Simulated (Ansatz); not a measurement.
# Cold compression of BAs

```xyz
2
Lattice="0.0000 2.4096 2.4096 2.4096 0.0000 2.4096 2.4096 2.4096 0.0000" Properties=species:S:1:pos:R:3 pbc="T T T"
B     3.6144    3.6144    3.6144
As    0.0000    0.0000    0.0000
```

The base volume is that of a database entry, so it needn't be at zero pressure; the structure needn't be the stable phase, at rest or compressed.

Its volume is scaled at fixed shape and fractional positions.

All numbers are PBE results (scalar-relativistic) from Ansatz 0.2.0, with a Γ-centred 10×10×10 k mesh, Fermi–Dirac smearing of 0.03 eV, no spin polarisation. Methods: LAPW: all electrons, basis error target 1 meV/atom; PAW: frozen-core files, cutoff 420 eV.

Energies are extrapolated to zero smearing and count from the unscaled cell; pressure is positive in compression; gaps take the mesh and a band path. No temperature or zero-point motion is included.

| V/V0 | V (Å³/atom) | P LAPW (GPa) | ΔE LAPW (eV/atom) | P PAW − LAPW (GPa) | ΔE PAW − LAPW (meV/atom) | gap (eV) |
| --- | --- | --- | --- | --- | --- | --- |
| 1.00 | 13.99 | -0.84 | 0.000 | 0.03 | 0.0 | 1.21 |
| 0.90 | 12.59 | 15.91 | 0.060 | 0.05 | 0.4 | ? |
| 0.75 | 10.49 | 65.0 | 0.547 | 0.10 | 1.5 | 0.89 |
| 0.45 | 6.30 | 486.4 | 6.047 | 0.27 | 3.0 | 0.30 |

(1) Give the missing entry: row "0.90", column "gap (eV)".

(2) From the table, what is the rise of the enthalpy H = E + pV up to the last row, and how stiff is the crystal between the last two rows?

(3) How do the Löwdin populations by LAPW change from the unscaled cell to the last row?

Results:

(1) 1.10.

(2) ΔH = 6.047 eV + (486.4 GPa × 6.30 Å³ + 0.84 GPa × 13.99 Å³) × 0.006242 eV/(GPa·Å³) = 25.23 eV/atom, of which pV makes 76 %. The mean bulk modulus there is −ΔP/Δln V = 825 GPa.

(3) B 2s 0.95 → 0.74, B 2p 2.64 → 3.48, As 3s 1.98 → 1.94, As 4s 1.30 → 0.90, As 4p 3.10 → 2.97 electrons an atom. These are projections on the shells that the free atoms fill; 0.04 e a cell lies outside them at the start and 0.05 e at the end.
